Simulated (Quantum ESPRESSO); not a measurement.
## Ca: phonons at K under several settings

```xyz
1
Lattice="0.0000 2.7942 2.7942 2.7942 0.0000 2.7942 2.7942 2.7942 0.0000" Properties=species:S:1:pos:R:3 pbc="T T T"
Ca    0.0000    0.0000    0.0000
```

All runs used Quantum ESPRESSO 7.5; k mesh 7 × 7 × 7; relaxed cell; no spin polarisation; cutoff 612 eV; occupations cold, width 0.2 eV.

| level | potentials | volume (Å³/atom) | frequencies (cm⁻¹) |
| --- | --- | --- | --- |
| LDA | GBRV 1.5 LDA | 38.01 | 147 172 194 |
| PBE | GBRV 1.5 PBE | 42.12 | 132 154 174 |
| PBEsol | GBRV 1.5 PBEsol | 40.55 | 139 162 182 |
| WC | GBRV 1.5 PBE | 40.63 | 138 161 180 |
| PW91 | GBRV 1.5 PBE | 41.81 | 134 157 177 |
| RPBE | GBRV 1.5 PBE | ? | ? |
| vdW-DF-cx | GBRV 1.5 PBE | 40.76 | 140 163 183 |

Question: What stands in the row left open?

Answer: Volume 44.26 Å³/atom; frequencies 122 143 162 cm⁻¹.

Caveats: the mesh is thin for the phonons of a metal; the q point doesn't lie on the k mesh, which can shift a metal's frequencies strongly unless the mesh is converged; the potentials were made for another functional, which shifts forces and pressure (some runs).

For the row left open. Caveat: the mesh is thin for the phonons of a metal; the potentials were made for another functional, which shifts forces and pressure; the q point doesn't lie on the k mesh, which can shift a metal's frequencies strongly unless the mesh is converged.
